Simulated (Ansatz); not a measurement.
The parent structure is ZnTe in the zinc blende structure (space group F-43m, No. 216; a = 6.1791 Å).

It is then changed as follows: cell and atoms relaxed at a pressure of 9 GPa.

Levels (all Ansatz, a first-principles code, PAW): PBE (420 eV, no spin-orbit coupling); HSE06+SOC (420 eV, noncollinear with spin-orbit coupling).

The geometry is relaxed with PBE.

- PBE valence-band top at Γ = 0.00, 0.00, 0.00 eV
- PBE band gap = 1.80 eV

Problem. Predict the valence-band top at Γ and band gap from HSE06+SOC.

Solution. The valence-band top at Γ (three highest Kramers pairs, from the VBM) goes from 0.00, 0.00, 0.00 eV to 0.00, 0.00, -1.01 eV; the band gap increases by 0.67 eV, from 1.80 eV to 2.47 eV. The threefold valence maximum splits by Δso ≈ 1.01 eV.

Single points use the geometry relaxed with PBE. Differences between runs with and without spin-orbit coupling are approximate. With Te present, leaving out spin-orbit coupling can change the band edges. Load acts through the strain it causes; cell and atoms are relaxed under it. No phonon test of stability was made. Tetrahedral semiconductors of this kind turn to denser phases somewhere between about 1 and 50 GPa; those were not computed, so compressed cells here can lie past the real transition.
